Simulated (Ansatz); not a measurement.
What a change of settings does to a run on I

Structure from Materials Project entry mp-601148 (possibly hypothetical), not relaxed further.

First run: DFT, r2SCAN, all-electron PAW with datasets made for the crystal, scalar-relativistic (Ansatz 0.2.0).

Command: `ansatz run input.yaml --threads 1 --pin off --max-ram 2048MiB --backend cpu --events-out ev --progress --plain --runs-dir out` The run took 57 s on 1 thread of Arm Neoverse V2 (shared host), peak memory 0.9 GiB.

```yaml
crystal:
  lattice:
    - [-1.617456, 1.617456, 4.264808]
    - [1.617456, -1.617456, 4.264808]
    - [1.617456, 1.617456, -4.264808]
  atoms:
    - { symbol: I, position: [0.0, 0.0, 0.0] }
kpoints:
  mp_grid: { grid: [18, 18, 18] }
scf:
  occupations: { method: fermi_dirac, width: 0.08 }
hamiltonian:
  xc: r2scan
  pseudopotentials: { kind: all_electron, datasets: crystal, nuclear_model: point }
output:
  forces: true
  stress: true
  eigenvalues: true
  efg: { contact_densities: true }
```

Result: converged; pressure -0.31 GPa; 8 SCF iterations.

No spin–orbit coupling, which matters for the heavy atoms here.

The input is then changed:

```diff
@@ -9,5 +9,5 @@
   mp_grid: { grid: [18, 18, 18] }
 scf:
-  occupations: { method: fermi_dirac, width: 0.08 }
+  occupations: { method: tetrahedron }
 hamiltonian:
   xc: r2scan
@@ -18,3 +18,5 @@
   eigenvalues: true
   efg: { contact_densities: true }
+basis:
+  xc_grid: 2
```

Problem. What does the second run give?

Solution. It converged; energy at zero smearing -2.2 meV/atom from the first run; pressure -0.37 GPa; 9 SCF iterations.
